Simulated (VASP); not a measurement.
Crystal: SnS2 (Berndtite-2T).

```xyz
3
Lattice="3.6390 0.0000 0.0000 -1.8195 3.1515 0.0000 0.0000 0.0000 5.8680" Properties=species:S:1:pos:R:3 pbc="T T T"
Sn    0.0000    0.0000    0.0000
S     0.0000    2.1010    1.4670
S     1.8195    1.0505    4.4010
```

- Program: VASP 6.6.1
- Task: relaxation of cell and atoms
- Functional: PBE
- Dispersion: D3(BJ)
- Potentials or basis: VASP PAW PBE potentials, release 64 (Sn_d, S)
- Cutoff: 600 eV
- k mesh: 9 × 9 × 5
- Occupations: gaussian, width 0.03 eV
- Spin: no spin polarisation

At the start: pressure 1.7 GPa; volume 22.43 Å³/atom.

Where does the relaxation end?

Over 14 steps the energy falls by 3.1 meV/atom and the volume is 22.57 Å³/atom (+0.6 %); space group P-3m1 (No. 164, to 0.05 Å).

Step by step:
| step | energy change (eV) | largest force (eV/Å) | pressure (GPa) | volume (Å³) |
| --- | --- | --- | --- | --- |
| 1 | 0.0000 | 0.2533 | 1.72 | 67.30 |
| 2 | -0.0012 | 0.1919 | -1.55 | 69.66 |
| 3 | -0.0080 | 0.0160 | -0.06 | 68.51 |
| 4 | -0.0080 | 0.0202 | 0.00 | 68.48 |
| 5 | -0.0082 | 0.0292 | 0.00 | 68.45 |
| 6 | -0.0085 | 0.0517 | -0.04 | 68.37 |
| 7 | -0.0087 | 0.0381 | -0.07 | 68.31 |
| 8 | -0.0091 | 0.0001 | -0.17 | 68.12 |
| 9 | -0.0092 | 0.0182 | -0.23 | 68.02 |
| 10 | -0.0093 | 0.0098 | -0.08 | 67.86 |
| 11 | -0.0093 | 0.0081 | -0.09 | 67.82 |
| 12 | -0.0094 | 0.0046 | -0.03 | 67.75 |
| 13 | -0.0094 | 0.0027 | 0.08 | 67.62 |
| 14 | -0.0094 | 0.0018 | -0.01 | 67.70 |

Final structure:
```
Sn S
1.0
     3.66721    0.00000    0.00000
    -1.83361    3.17590    0.00000
     0.00000    0.00000    5.81303
Sn S
1 2
Direct
  0.00000 0.00000 0.00000
  0.33333 0.66667 0.25437
  0.66667 0.33333 0.74563
```
